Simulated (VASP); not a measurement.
Runs of VASP 6.6.1 on Mo. The structure is hexagonal, space group P6_3/mmc (No. 194). Conventional cell: a = 2.744 Å, b = 2.744 Å, c = 9.566 Å, α = 90.00°, β = 90.00°, γ = 120.00°. Mo (site symmetry -3m) is surrounded by 12 Mo at 2.74 to 2.87 Å. Mo (site symmetry -6m2) is surrounded by 12 Mo at 2.74 to 2.87 Å. This isn't the form of Mo at room conditions, which is bcc.

```tsv
cell	k mesh	further INCAR settings	gap on the mesh (eV)	pressure (GPa)
P6_3/mmc, 15.6 Å³/atom	15 × 15 × 4	ALGO = Fast; EDIFF = 1e-07; NBANDS = 36	none	10.7
P6_3/mmc, 16.25 Å³/atom	17 × 17 × 5	ALGO = Fast; EDIFF = 1e-07; NBANDS = 36	none	0.5
P6_3/mmc, 14.95 Å³/atom	15 × 15 × 4	ALGO = Fast; EDIFF = 1e-07; NBANDS = 36	none	23.4
P6_3/mmc, 16.9 Å³/atom	15 × 15 × 4	ALGO = Fast; EDIFF = 1e-06; NBANDS = 36	none	(a)
```

Alike in all rows: task single point; level revPBE; potentials or basis VASP PAW PBE potentials, release 64 (Mo_sv); no spin polarisation; cutoff (eV) 520; smearing fermi-dirac 0.1 eV.

Question: Estimate the missing entries.

Answer: (a) -8.0.

Caveats: the PAW data sets were made with another functional, which shifts forces and pressure a little (some runs); so large a pressure means that the cell lies far from this level's equilibrium, or that cutoff or potentials fall short (some runs); the potentials were made for another functional, which shifts forces and pressure (some runs).

A k mesh can miss the band edges, and the runs leave out spin-orbit coupling on Mo.

A gap of «none» marks a metal or a gap under the smearing width.
